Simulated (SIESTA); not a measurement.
**Al2Au under changes of volume**

One of the cells (18.360 Å³/atom); the others are scaled copies at fixed shape and fractional positions:

```
CELL_PARAMETERS angstrom
0.00000 3.01987 3.01987
3.01987 0.00000 3.01987
3.01987 3.01987 0.00000
ATOMIC_POSITIONS crystal
Au 0.00000 0.00000 0.00000
Al 0.75000 0.75000 0.75000
Al 0.25000 0.25000 0.25000
```

- Program: SIESTA 5.4.2
- Functional: PBEsol
- Potentials or basis: PseudoDojo 0.4 standard (PBEsol files)
- Basis: DZP (energy shift 0.003 Ry; two zetas on semicore shells)
- Grid cutoff: 800 Ry
- Energy shift: 0.003 Ry
- k mesh: 8 × 8 × 8
- Occupations: fermi-dirac, width 0.05 eV
- Spin: no spin polarisation

```tsv
volume (Å³/atom)	energy over the lowest point (meV/atom)	pressure (GPa)
16.920	26.70	8.8
17.280	10.76	5.6
17.640	1.46	2.8
18.360	0.00	-1.9
18.720	6.51	-3.8
19.080	?	?
```

Question: What does the run at 19.080 Å³/atom give?

Answer: Energy over the lowest point 17.10 meV/atom; pressure -5.5 GPa.

Worked out: A Birch-Murnaghan fit of order 3 (a polynomial in V^(-2/3)) to the other rows has its minimum at 18.04 Å³/atom with B0 = V·E''(V) = 115 GPa and B' = 5.1. It gives 17.14 meV/atom at 19.080 Å³/atom, against the run's 17.10, and -dE/dV = -5.6 GPa, against -5.5.

Energies are extrapolated to zero smearing.

Caveats: short orbitals over semicore shells can move pressures by several GPa; the basis of atomic orbitals isn't converged, which shifts pressures, moduli and gaps.
